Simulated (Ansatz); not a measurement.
**What strain does to SiC (zincblende)**

Zincblende SiC, relaxed with r2SCAN in the PAW code Ansatz. It is cubic, F-43m (No. 216); conventional cell a = 4.356 Å, 10.33 Å³ an atom. Si is surrounded by 4 C at 1.89 Å; C is surrounded by 4 Si at 1.89 Å.

The axes x, y and z are those of this cell:
```yaml
crystal:
  lattice:
    - [0.00000, 2.17805, 2.17805]
    - [2.17805, 0.00000, 2.17805]
    - [2.17805, 2.17805, 0.00000]
  atoms:
    - { symbol: Si, position: [0.00000, 0.00000, 0.00000] }
    - { symbol: C, position: [0.25000, 0.25000, 0.25000] }
```

Unstrained: PBE gives an indirect gap of 1.358 eV, from Γ to X; the least direct gap is 4.547 eV at X. The r2SCAN gap is indirect, 1.713 eV (Γ to X), below the direct gap of 5.048 eV at X. HSE06 gives an indirect gap of 2.227 eV, from Γ to X; the least direct gap is 5.720 eV at X. Meshes: PBE 10×10×10, r2SCAN 10×10×10, HSE06 8×8×8. Strains are changes of length per length. After each strain the atoms were relaxed again with r2SCAN within the symmetry that the strain leaves, so tilts or polar shifts that break it weren't tested; points keep the names that they have in the unstrained zone. (Simulation; spin polarisation is off.)

Changes of the least gap in eV (an overlap counts as a negative gap):
```csv
strain,volume change (%),space group,PBE,r2SCAN,HSE06,G0W0@PBE (mesh),"energy rise, r2SCAN (meV/atom)"
uniaxial -4.0 % along z,-4.0,I-4m2,-0.461,-0.465,-0.465,-0.45,21.7
uniaxial -3.0 % along z,-3.0,I-4m2,-0.345,-0.349,-0.348,-0.34,12.2
uniaxial -2.0 % along z,-2.0,I-4m2,-0.230,-0.233,-0.232,-0.23,5.4
uniaxial -1.0 % along z,-1.0,I-4m2,-0.115,-0.116,-0.116,-0.11,1.4
uniaxial +1.0 % along z,+1.0,I-4m2,-0.043,-0.048,-0.049,-0.05,1.3
uniaxial +2.0 % along z,+2.0,I-4m2,-0.085,-0.095,-0.096,-0.10,5.2
uniaxial +3.0 % along z,+3.0,I-4m2,-0.127,-0.141,-0.143,-0.15,11.8
uniaxial +4.0 % along z,+4.0,I-4m2,-0.168,-0.186,-0.189,-0.20,20.9
```
Unstrained, G0W0@PBE with 86 empty bands, a screening cutoff of 150 eV and a 6×6×6 mesh gives 2.17 eV on its mesh; the band count follows the volume. No extrapolation in bands, cutoff or mesh was made for G0W0.

Uniaxial -4.0 % along z, other directions held. HSE06: the gap goes from 2.227 to 1.762 eV (-0.465 eV); with r2SCAN the top three valence levels at Γ, degenerate before, become 1+2 from the top over 272 meV. Stress change with r2SCAN, compression positive: xx +6.40, yy +6.40, zz +16.90 GPa.

Uniaxial -3.0 % along z, other directions held. HSE06: the gap goes from 2.227 to 1.879 eV (-0.348 eV); with r2SCAN the top three valence levels at Γ, degenerate before, become 1+2 from the top over 206 meV. Stress change with r2SCAN, compression positive: xx +4.60, yy +4.60, zz +12.61 GPa.

Uniaxial -2.0 % along z, other directions held. HSE06: the gap goes from 2.227 to 1.995 eV (-0.232 eV); with r2SCAN the top three valence levels at Γ, degenerate before, become 1+2 from the top over 139 meV. Stress change with r2SCAN, compression positive: xx +2.94, yy +2.94, zz +8.37 GPa.

Uniaxial -1.0 % along z, other directions held. HSE06: the gap goes from 2.227 to 2.111 eV (-0.116 eV); with r2SCAN the top three valence levels at Γ, degenerate before, become 1+2 from the top over 70 meV. Stress change with r2SCAN, compression positive: xx +1.40, yy +1.40, zz +4.16 GPa.

Uniaxial +1.0 % along z, other directions held. HSE06: the gap goes from 2.227 to 2.178 eV (-0.049 eV); the X points, equivalent before, split by 93 meV, and the conduction bottom lies at those like (0, 1/2, 1/2); with r2SCAN the top three valence levels at Γ, degenerate before, become 2+1 from the top over 71 meV. Stress change with r2SCAN, compression positive: xx -1.28, yy -1.28, zz -4.11 GPa.

Uniaxial +2.0 % along z, other directions held. HSE06: the gap goes from 2.227 to 2.131 eV (-0.096 eV); the X points, equivalent before, split by 184 meV, and the conduction bottom lies at those like (0, 1/2, 1/2); with r2SCAN the top three valence levels at Γ, degenerate before, become 2+1 from the top over 144 meV. Stress change with r2SCAN, compression positive: xx -2.45, yy -2.45, zz -8.18 GPa.

Uniaxial +3.0 % along z, other directions held. HSE06: the gap goes from 2.227 to 2.084 eV (-0.143 eV); the X points, equivalent before, split by 272 meV, and the conduction bottom lies at those like (0, 1/2, 1/2); with r2SCAN the top three valence levels at Γ, degenerate before, become 2+1 from the top over 217 meV. Stress change with r2SCAN, compression positive: xx -3.51, yy -3.51, zz -12.19 GPa.

Uniaxial +4.0 % along z, other directions held. HSE06: the gap goes from 2.227 to 2.038 eV (-0.189 eV); the X points, equivalent before, split by 359 meV, and the conduction bottom lies at those like (0, 1/2, 1/2); with r2SCAN the top three valence levels at Γ, degenerate before, become 2+1 from the top over 292 meV. Stress change with r2SCAN, compression positive: xx -4.46, yy -4.46, zz -16.14 GPa.

The meshes of the hybrids are coarse, so their gaps aren't converged to the digits shown.

The splittings at Γ are without spin-orbit coupling, which regroups them where it is of like size.
